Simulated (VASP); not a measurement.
Write the native input for VASP 6.6.1 that does the following.

```
Task                   : work function
Functional             : PBE
Potentials or basis    : VASP PAW PBE potentials, release 64 (Cs_sv)
Cutoff                 : 520 eV
k mesh                 : 6 × 6 × 1
Occupations            : gaussian, width 0.05 eV
Spin                   : no spin polarisation
Dipole correction      : yes
Further INCAR settings : ALGO = Fast; EDIFF = 1e-07
```

The structure of Cs lies in POSCAR:

```
Cs
1.0
    5.5837899523      0.0000000000      0.0000000000
   -2.7918949762      4.8357039481      0.0000000000
    0.0000000000      0.0000000000     24.1182908094
Cs
3
Direct
    0.6666666667      0.3333333333      0.3109673094
    0.3333333333      0.6666666667      0.5000000000
    0.0000000000      0.0000000000      0.6890326906
```

The slab is cut from a database's or a generator's crystal, which needn't be the stable form of the element.

The cell isn't the ideal one: the (1 1 1) slab of Cs, cut from the database cell, not relaxed.

The input as run:

INCAR

```
SYSTEM = Cs
PREC     = Accurate       ! precision mode
ENCUT    = 520            ! plane-wave cutoff, eV
EDIFF    = 1E-7           ! SCF threshold, eV
ISMEAR   = 0              ! smearing method
SIGMA    = 0.05           ! smearing width, eV
LREAL    = .False.        ! projectors in reciprocal space
LASPH    = .True.         ! aspherical terms in the spheres
NELM     = 100            ! most SCF steps
ALGO     = Fast           ! electronic algorithm
ISIF     = 2              ! what is computed and relaxed
LWAVE    = .False.        ! write WAVECAR
LCHARG   = .True.         ! write CHGCAR
LDIPOL   = .True.       
IDIPOL   = 3            
DIPOL    = 0.5 0.5 0.500
GGA      = PE             ! functional
LELF     = .True.         ! ELF
LVHAR    = .True.       
LVACPOTAV= .True.
```

KPOINTS

```
Automatic mesh
0
Gamma
  6 6 1
  0 0 0
```

Potentials or basis: VASP PAW PBE potentials, release 64 (Cs_sv).

The run is started by

```bash
$ cat potpaw_PBE.64/Cs_sv/POTCAR > POTCAR
$ mpirun -np 1 vasp_std > vasp.out
```

Results of the run:

```yaml
Largest_force: 0.021 eV/Å
Band_gap_on_the_k_mesh: none (metal or under the smearing width)
Work_function_of_the_upper_face: 2.06 eV
Work_function_of_the_lower_face: 2.06 eV
```

Wall time 3.8 min on 1 thread of Intel(R) Xeon(R) 6975P-C (Granite Rapids), on a shared host, peak memory 0.65 GiB.
